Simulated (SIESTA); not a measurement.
HfC, 2 atoms in the cell. It takes space group Fm-3m (No. 225, cubic). Conventional cell: a = 4.650 Å, b = 4.650 Å, c = 4.650 Å, α = 90.00°, β = 90.00°, γ = 90.00°. Hf (site symmetry m-3m) has 6 C at 2.33 Å as nearest neighbours. C (site symmetry m-3m) has 6 Hf at 2.33 Å as nearest neighbours. 

| Quantity | Value |
| --- | --- |
| Program | SIESTA 5.4.2 |
| Task | single point |
| Functional | PBE |
| Potentials or basis | PseudoDojo 0.4 standard (PBE files) |
| Basis | DZP (energy shift 0.002 Ry) |
| Grid cutoff | 800 Ry |
| Energy shift | 0.002 Ry |
| k mesh | 10 × 10 × 10 |
| Occupations | fermi-dirac, width 0.05 eV |
| Spin | no spin polarisation |

Potentials or basis: PseudoDojo 0.4 standard (PBE files), DZP (energy shift 0.002 Ry).

Launch:

```console
$ siesta < HfC.fdf > HfC.out 2>&1
```

Hardware: 1 thread of Intel(R) Xeon(R) Platinum 8488C (Sapphire Rapids), on a shared host.

How long does it take, and how much memory?

It took 110 s on 1 thread of Intel(R) Xeon(R) Platinum 8488C (Sapphire Rapids) (shared host), peak memory 0.34 GiB. Counts: scf iterations 9, k points 560, bands 32.
